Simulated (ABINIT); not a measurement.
Runs of ABINIT 10.8.3 (patched build) on TePb. The structure is cubic, space group Fm-3m (No. 225). Conventional cell: a = 6.462 Å, b = 6.462 Å, c = 6.462 Å, α = 90.00°, β = 90.00°, γ = 90.00°. Pb (site symmetry m-3m) is surrounded by 6 Te at 3.23 Å. Te (site symmetry m-3m) has 6 Pb at 3.23 Å as nearest neighbours. 

| level | pressure (GPa) |
| --- | --- |
| WC | -0.6 |
| BLYP | 5.2 |
| revPBE | (c) |
| AM05 | (a) |
| PBEsol | -0.6 |
| SCAN | (b) |
| RPBE | 3.4 |
| LDA | -1.8 |
| PW91 | 1.8 |
| r2SCAN | 1.4 |
| PBE | 1.9 |

Alike in all rows: task single point; potentials or basis JTH PAW PBE v2.0; no spin polarisation; cell as given; k mesh 7 × 7 × 7; cutoff (eV) 707; smearing fermi-dirac 0.05 eV.

Task: Fill in the values left out.

Result: (a) -0.2; (b) 0.3; (c) 3.0.

Caveats: the PAW data sets were made with another functional, which shifts forces and pressure a little (some runs).
